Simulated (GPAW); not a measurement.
# PbS (Pm-3m) in GPAW: single point with PBE

Aim: the single point of PbS with PBE.

Everything below comes from runs of GPAW 26.7.0. Logs are shortened: lines on timing, memory, paths and dates and some standing lists are left out, and cuts for length are marked. The log counts tension as positive stress, the text compression.

## 1. The structure

The structure is cubic, space group Pm-3m (No. 221). Conventional cell: a = 3.654 Å, b = 3.654 Å, c = 3.654 Å, α = 90.00°, β = 90.00°, γ = 90.00°. Pb (site symmetry m-3m) has 8 S at 3.16 Å as nearest neighbours. Around S (site symmetry m-3m) lie 8 Pb at 3.16 Å.

Measurements of this composition are mostly on another form, of space group No. 225.

## 2. Single point, PBE

run.py

```python
from ase.dft.bandgap import bandgap
from ase.io import read, write
from ase.units import GPa
from gpaw import GPAW, PW

atoms = read('PbS.cif')

calc = GPAW(mode=PW(450),
            xc='PBE',
            kpts={'size': (6, 6, 6), 'gamma': True},
            occupations={'name': 'fermi-dirac', 'width': 0.05},
            nbands=19,
            maxiter=120,
            txt='gpaw.txt')
atoms.calc = calc
energy = atoms.get_potential_energy()
forces = atoms.get_forces()
stress = atoms.get_stress()
calc.write('gs.gpw')
write('result.traj', atoms)
print(f'Energy: {energy:.6f} eV')
print('Forces (eV/A):')
print(forces.round(4))
print('Stress (GPa):', (stress / GPa).round(3))
print('Fermi level:', round(calc.get_fermi_level(), 4), 'eV')
print(f'Gap: {bandgap(calc)[0]:.4f} eV, direct: {bandgap(calc, direct=True)[0]:.4f} eV')
```

PbS.cif

```cif
data_PbS
_cell_length_a 3.65365900
_cell_length_b 3.65365900
_cell_length_c 3.65365900
_cell_angle_alpha 90.00000000
_cell_angle_beta 90.00000000
_cell_angle_gamma 90.00000000
_space_group_name_H-M_alt 'Pm-3m'
_space_group_name_Hall '-P 4 2 3'
_space_group_IT_number 221
loop_
_space_group_symop_operation_xyz
'x,y,z'
'-x,-y,-z'
'-y,x,z'
'y,-x,-z'
'-x,-y,z'
'x,y,-z'
'y,-x,z'
'-y,x,-z'
'x,-y,-z'
'-x,y,z'
'-y,-x,-z'
'y,x,z'
'-x,y,-z'
'x,-y,z'
'y,x,-z'
'-y,-x,z'
'z,x,y'
'-z,-x,-y'
'z,-y,x'
'-z,y,-x'
'z,-x,-y'
'-z,x,y'
'z,y,-x'
'-z,-y,x'
'-z,x,-y'
'z,-x,y'
'-z,-y,-x'
'z,y,x'
'-z,-x,y'
'z,x,-y'
'-z,y,x'
'z,-y,-x'
'y,z,x'
'-y,-z,-x'
'x,z,-y'
'-x,-z,y'
'-y,z,-x'
'y,-z,x'
'-x,z,y'
'x,-z,-y'
'-y,-z,x'
'y,z,-x'
'-x,-z,-y'
'x,z,y'
'y,-z,-x'
'-y,z,x'
'x,-z,y'
'-x,z,-y'
loop_
_atom_site_label
_atom_site_type_symbol
_atom_site_symmetry_multiplicity
_atom_site_Wyckoff_symbol
_atom_site_fract_x
_atom_site_fract_y
_atom_site_fract_z
_atom_site_occupancy
Pb1 Pb 1 a 0.0000000000 0.0000000000 0.0000000000 1
S1 S 1 b 0.5000000000 0.5000000000 0.5000000000 1
```

Potentials or basis: GPAW PAW data sets (gpaw-data 1.2.1), pw.

Launch:

```sh
$ OMP_NUM_THREADS=1 python run.py
```

gpaw.txt:

```text
__  _  _
 | _ |_)|_||  |
 |__||  | ||/\| - 26.7.0

Input parameters:
  mode=PW(ecut=450.00000000000006),
  kpts=MonkhorstPack(size=(6, 6, 6), gamma=True),
  maxiter=120,
  nbands=19,
  occupations=Occupations(name='fermi-dirac', width=0.05),
  xc=XC(name='PBE')

Diagonalizing LCAO Hamiltonian
Converting LCAO to pw mode
   .--------.
  /|        |
 * |        |
 | |   S    |
 | .--------.
 |/        /
 Pb-------*

Atoms  # Å, Bohr magnetons
|   | symbol |        x |        y |        z |    initial magnetic moments |
|---|--------|----------|----------|----------|-----------------------------|
| 0 |     Pb | 0.000000 | 0.000000 | 0.000000 | ( 0.0000,  0.0000,  0.0000) |
| 1 |      S | 1.826830 | 1.826830 | 1.826830 | ( 0.0000,  0.0000,  0.0000) |

Unit cell  # Å
| periodic |        x |        y |        z |  lengths |    angles |
|----------|----------|----------|----------|----------|-----------|
|      yes | 3.653659 | 0.000000 | 0.000000 | 3.653659 | 90.000000 |
|      yes | 0.000000 | 3.653659 | 0.000000 | 3.653659 | 90.000000 |
|      yes | 0.000000 | 0.000000 | 3.653659 | 3.653659 | 90.000000 |

Number of symmetries: 48
Symmetry operations  # r_c * U_cc + t_c -> r_c
|    | kind |            matrix            |
|----|------|------------------------------|
|  0 |  E   |  1, 0, 0,  0, 1, 0,  0, 0, 1 |
|  1 |  σ   |  1, 0, 0,  0, 1, 0,  0, 0,-1 |
|  2 |  σ   |  1, 0, 0,  0, 0, 1,  0, 1, 0 |
|  3 |  C4  |  1, 0, 0,  0, 0, 1,  0,-1, 0 |
|  4 |  C4  |  1, 0, 0,  0, 0,-1,  0, 1, 0 |
|  5 |  σ   |  1, 0, 0,  0, 0,-1,  0,-1, 0 |
|  6 |  σ   |  1, 0, 0,  0,-1, 0,  0, 0, 1 |
|  7 |  C2  |  1, 0, 0,  0,-1, 0,  0, 0,-1 |
|  8 |  σ   |  0, 1, 0,  1, 0, 0,  0, 0, 1 |
|  9 |  C2  |  0, 1, 0,  1, 0, 0,  0, 0,-1 |
| 10 |  C3  |  0, 1, 0,  0, 0, 1,  1, 0, 0 |
| 11 |  S6  |  0, 1, 0,  0, 0, 1, -1, 0, 0 |
| 12 |  S6  |  0, 1, 0,  0, 0,-1,  1, 0, 0 |
| 13 |  C3  |  0, 1, 0,  0, 0,-1, -1, 0, 0 |
| 14 |  C4  |  0, 1, 0, -1, 0, 0,  0, 0, 1 |
| 15 |  S4  |  0, 1, 0, -1, 0, 0,  0, 0,-1 |
| 16 |  C3  |  0, 0, 1,  1, 0, 0,  0, 1, 0 |
| 17 |  S6  |  0, 0, 1,  1, 0, 0,  0,-1, 0 |
| 18 |  σ   |  0, 0, 1,  0, 1, 0,  1, 0, 0 |
| 19 |  C4  |  0, 0, 1,  0, 1, 0, -1, 0, 0 |
| 20 |  C2  |  0, 0, 1,  0,-1, 0,  1, 0, 0 |
| 21 |  S4  |  0, 0, 1,  0,-1, 0, -1, 0, 0 |
| 22 |  S6  |  0, 0, 1, -1, 0, 0,  0, 1, 0 |
| 23 |  C3  |  0, 0, 1, -1, 0, 0,  0,-1, 0 |
| 24 |  S6  |  0, 0,-1,  1, 0, 0,  0, 1, 0 |
| 25 |  C3  |  0, 0,-1,  1, 0, 0,  0,-1, 0 |
| 26 |  C4  |  0, 0,-1,  0, 1, 0,  1, 0, 0 |
| 27 |  σ   |  0, 0,-1,  0, 1, 0, -1, 0, 0 |
| 28 |  S4  |  0, 0,-1,  0,-1, 0,  1, 0, 0 |
| 29 |  C2  |  0, 0,-1,  0,-1, 0, -1, 0, 0 |
| 30 |  C3  |  0, 0,-1, -1, 0, 0,  0, 1, 0 |
| 31 |  S6  |  0, 0,-1, -1, 0, 0,  0,-1, 0 |
| 32 |  C4  |  0,-1, 0,  1, 0, 0,  0, 0, 1 |
| 33 |  S4  |  0,-1, 0,  1, 0, 0,  0, 0,-1 |
| 34 |  S6  |  0,-1, 0,  0, 0, 1,  1, 0, 0 |
| 35 |  C3  |  0,-1, 0,  0, 0, 1, -1, 0, 0 |
| 36 |  C3  |  0,-1, 0,  0, 0,-1,  1, 0, 0 |
| 37 |  S6  |  0,-1, 0,  0, 0,-1, -1, 0, 0 |
| 38 |  σ   |  0,-1, 0, -1, 0, 0,  0, 0, 1 |
| 39 |  C2  |  0,-1, 0, -1, 0, 0,  0, 0,-1 |
| 40 |  σ   | -1, 0, 0,  0, 1, 0,  0, 0, 1 |
| 41 |  C2  | -1, 0, 0,  0, 1, 0,  0, 0,-1 |
| 42 |  C2  | -1, 0, 0,  0, 0, 1,  0, 1, 0 |
| 43 |  S4  | -1, 0, 0,  0, 0, 1,  0,-1, 0 |
| 44 |  S4  | -1, 0, 0,  0, 0,-1,  0, 1, 0 |
| 45 |  C2  | -1, 0, 0,  0, 0,-1,  0,-1, 0 |
| 46 |  C2  | -1, 0, 0,  0,-1, 0,  0, 0, 1 |
| 47 |  i   | -1, 0, 0,  0,-1, 0,  0, 0,-1 |

BZ-sampling:
  Number of BZ points: 216
  Number of IBZ points: 20

  Monkhorst-Pack size: [6, 6, 6]
  Monkhorst-Pack shift: [0.08333333333333333, 0.08333333333333333, 0.08333333333333333]

K-points  # in reciprocal-cell coordinates
|     |                                coordinates |     weight |
|-----|--------------------------------------------|------------|
|   0 | (  0.00000000,   0.00000000,   0.00000000) | 0.00462963 |
|   1 | (  0.16666667,   0.00000000,   0.00000000) | 0.02777778 |
|   2 | (  0.16666667,   0.16666667,   0.00000000) | 0.05555556 |
|   3 | (  0.16666667,   0.16666667,   0.16666667) | 0.03703704 |
|   4 | (  0.33333333,   0.00000000,   0.00000000) | 0.02777778 |
|   5 | (  0.33333333,   0.16666667,   0.00000000) | 0.11111111 |
|   6 | (  0.33333333,   0.16666667,   0.16666667) | 0.11111111 |
|   7 | (  0.33333333,   0.33333333,   0.00000000) | 0.05555556 |
|   8 | (  0.33333333,   0.33333333,   0.16666667) | 0.11111111 |
|   9 | (  0.33333333,   0.33333333,   0.33333333) | 0.03703704 |
| ... |                                            |            |
|  19 | (  0.50000000,   0.50000000,   0.50000000) | 0.00462963 |

Plane wave coefficients: 1068
Cutoff: 450.00000000000006 eV

Spin-components: 1 (collinear spins)
Bands:           19
Projectors:      11
Spin-degeneracy: 2
Datatype:        complex128

Parallelization:
  kpt:    1
  domain: 1
  band:   1

Density:
  Valence electrons: 20.0
  Components: 1
  Grid points: [18 18 18]
  Charge: 0.0  # |e|

Potential:
  Grid points: [18 18 18]

species:
  Pb:
    name:    Lead
    Z:       82.0
    valence: 14
    core:    68
    charge:  0.0  # [|e|]
    compensation charges:
      type: gauss
      rc: 0.38  # [Å]
      lmax: 2
    cutoffs:
      filter: 2.36  # [Å]
      core: 2.43  # [Å]
    projectors
    | kind |    occ | energy [eV] | rcut [Å] |
    |------|--------|-------------|----------|
    |   6s |  2.000 |     -11.969 |    1.259 |
    |   6p |  2.000 |      -3.506 |    1.275 |
    |   5d | 10.000 |     -21.211 |    1.217 |
    |    s |        |      15.243 |    1.259 |
    |    p |        |      23.705 |    1.275 |
    |    d |        |       6.001 |    1.217 |

    Using partial waves for Pb as LCAO basis

  S:
    name:    Sulfur
    Z:       16.0
    valence: 6
    core:    10
    charge:  0.0  # [|e|]
    compensation charges:
      type: gauss
      rc: 0.24  # [Å]
      lmax: 2
    cutoffs:
      filter: 1.77  # [Å]
      core: 1.66  # [Å]
    projectors
    | kind |    occ | energy [eV] | rcut [Å] |
    |------|--------|-------------|----------|
    |   3s |  2.000 |     -17.254 |    0.974 |
    |   3p |  4.000 |      -7.008 |    0.979 |
    |    s |        |       9.957 |    0.974 |
    |    p |        |      20.203 |    0.979 |
    |    d |        |       0.000 |    0.900 |

    Using partial waves for S as LCAO basis

Reference energy: -578132.083262  # eV

eigensolver:
  PPCG
  Converge bands: occupied
  niter=2

density mixing:
  MSR1-Mixer
  Pratt-step length: 0.05
  Maximum mixing coefficient: 0.75
  Old densities: 10
  SVD Regularization: 0.005
  Good broyden scale: 1.0
  Trust region scale: 1.0
  Backstep threshold: 4.0
  History deletion threshold: 6.0
  Fourier metric: weight=20.0, sigma=0.015

occupation numbers:
  Fermi-Dirac:
    width: 0.0500  # eV

poisson solver:
  ecut: 3600.0000000000005  # eV

xc functional:
  name: PBE with 2 nearest neighbor stencil

convergence criteria:
- Maximum [total energy] change in last 3 cyles: 0.0005 eV / valence electron
- Maximum integral of absolute [dens]ity change: 0.0001 electrons / valence electron
- Maximum integral of absolute [eigenst]ate change: 4e-08 eV^2 / valence electron
maximum number of iterations: 120

SCF iterations
|iter     | |      energy | eigst |  dens |
|---------|-|-------------|-------|-------|
|iter:   1| |   -9.075777 | -0.21 |       |
|iter:   2| |   -8.914227 | -2.14 | -1.12 |
|iter:   3| |   -8.443361 | -1.49 | -1.17 |
|iter:   4| |   -8.439614 | -3.64 | -1.84 |
|iter:   5| |   -8.439089c| -4.22 | -2.14 |
|iter:   6| |   -8.439115c| -5.61 | -3.10 |
|iter:   7| |   -8.439122c| -6.48 | -3.52 |
|iter:   8| |   -8.439123c| -7.75c| -4.55c|

Converged in 8 steps
Energy contributions relative to reference atoms: (reference = -578132.083262)

Energy contributions:
  Kinetic:          14.910908
  Coulomb:         -15.321584
  Zero:              0.028626
  External:          0.000000
  Xc:               -8.055377
  Entropy:          -0.003392
  Spinorbit:         0.000000
  ----------------------------
  Free energy:      -8.440819
  Extrapolated:     -8.439123

dipole moment: (-15.433633, -15.433633, -15.433633)  # |e|*Ang

Fermi level: 6.610
Eigenvalues  # (at kpt = [0.000, 0.000, 0.000])
| band index |      eig [eV] | occ [0-2] |
|------------|---------------|-----------|
|          0 |       -10.350 |     2.000 |
|        ... |               |           |
|          2 |       -10.148 |     2.000 |
|          3 |       -10.148 |     2.000 |
|          4 |       -10.148 |     2.000 |
|          5 |        -6.560 |     2.000 |
|          6 |        -0.119 |     2.000 |
|          7 |         4.964 |     2.000 |
[... 9 lines left out ...]
|         17 |        19.177 |     0.000 |
|         18 |        19.319 |     0.000 |

No gap
No difference between direct/indirect transitions

Forces  # eV/Ang
|        x |        y |        z |
|----------|----------|----------|
| -0.00000 | -0.00000 | -0.00000 |  # Pb   0
| -0.00000 |  0.00000 |  0.00000 |  # S    1

Stress tensor  # eV/Ang^3
|         x |         y |        z |
|-----------|-----------|----------|
|  0.005117 | -0.000000 | 0.000000 |
| -0.000000 |  0.005117 | 0.000000 |
|  0.000000 |  0.000000 | 0.005117 |

# Writing to gs.gpw (mode='')
```

Wall time 5.9 s (1 thread of Arm Neoverse V2, shared host); peak memory 0.16 GiB.

Results:

```
Free energy            : -8.4408 eV
Pressure               : -0.8 GPa
Band gap on the k mesh : none (metal or under the smearing width)
```

Levels at points of the mesh, in eV from the Fermi level:
```
           k point  band 6  band 7  band 8  band 9  band 10  band 11  band 12  band 13  band 14  band 15
(0.00, 0.00, 0.00)  -13.17   -6.73   -1.65   -1.65    -1.65     5.42     5.42     6.43     6.43     6.43
(0.50, 0.00, 0.00)  -11.89   -9.00   -0.53   -0.53    -0.14     0.25     3.85     3.85     6.65     9.21
(0.50, 0.50, 0.00)  -11.13   -7.24   -4.49   -4.49    -0.33     4.12     4.12     5.82     7.12     9.37
(0.50, 0.50, 0.50)  -10.90   -5.93   -2.43   -2.43    -2.43    -0.54    -0.54    -0.54    13.65    13.65
```

Caveat: the cutoff is short for stress and forces, so pressures can be off by a GPa or more. Spin-orbit coupling is left out, which matters for the levels of Pb.
